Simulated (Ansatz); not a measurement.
Sn: frozen-core PAW against all-electron methods

```
Sn
1.0
    -2.91585    2.91585    1.59065
     2.91585   -2.91585    1.59065
     2.91585    2.91585   -1.59065
Sn
2
Direct
  0.00000 0.00000 0.00000
  0.75000 0.25000 0.50000
```

Atoms are numbered in the order listed.

Conventional cell: a = 5.832 Å, b = 5.832 Å, c = 3.181 Å, α = 90.00°, β = 90.00°, γ = 90.00°. Around Sn (atom 1) lie 6 Sn at 3.02 to 3.18 Å.

The cell is COD entry 1534488, as deposited and not checked against the literature; nothing was relaxed.

Spin–orbit coupling is left out, though it moves levels of the heavy atoms by tenths of an eV or more.

All numbers are computed: DFT, PBE, PAW with Ansatz's default frozen-core files, scalar-relativistic (Ansatz 0.2.0); DFT, PBE, all-electron PAW with datasets made for the crystal, scalar-relativistic (Ansatz 0.2.0); DFT, PBE, all-electron LAPW, scalar-relativistic (Ansatz 0.2.0).

For PAW: a Γ-centred 15×15×15 k mesh, Fermi–Dirac smearing of 0.05 eV, cutoff 420 eV, no spin polarisation. The crystal-made all-electron datasets (AE datasets) take a cutoff of 240 eV at this cell. LAPW targets a basis error of 0.5 meV/atom. The Ansatz runs share mesh, smearing and spin set-up. Plane-wave (PAW) pressures include the program's estimate of the Pulay term.

Stress and pressure are positive in compression.

Spin–orbit coupling is left out, which moves gradients at and beside heavy atoms by some per cent and at worst by a factor of two.

In a metal, gradients converge slowly with the k mesh: the values move by tens of per cent from one mesh to another, at times in sign, so only the comparison on one mesh counts.

Levels count from the Fermi level.

| quantity | PAW | AE datasets | LAPW |
| --- | --- | --- | --- |
| pressure (GPa) | 2.65 | 2.65 | 2.65 |
| stress xx (GPa) | 2.99 | 2.99 | 2.99 |
| stress zz (GPa) | 1.97 | 1.97 | 1.97 |
| highest filled level at P (eV) | -3.554 | -3.553 | -3.553 |
| lowest empty level at P (eV) | 3.594 | 3.594 | 3.594 |
| highest filled level at X (eV) | -8.908 | -8.908 | -8.908 |
| lowest empty level at X (eV) | 0.599 | 0.598 | 0.598 |
| highest filled level at M (eV) | -4.828 | -4.828 | -4.828 |
| lowest empty level at M (eV) | 5.024 | 5.024 | 5.024 |
| field gradient Vzz at Sn1 (10²¹ V/m²) | 4.56 | 4.60 | – |

PAW's pressure differs from the LAPW value by about 0.01 GPa or less.
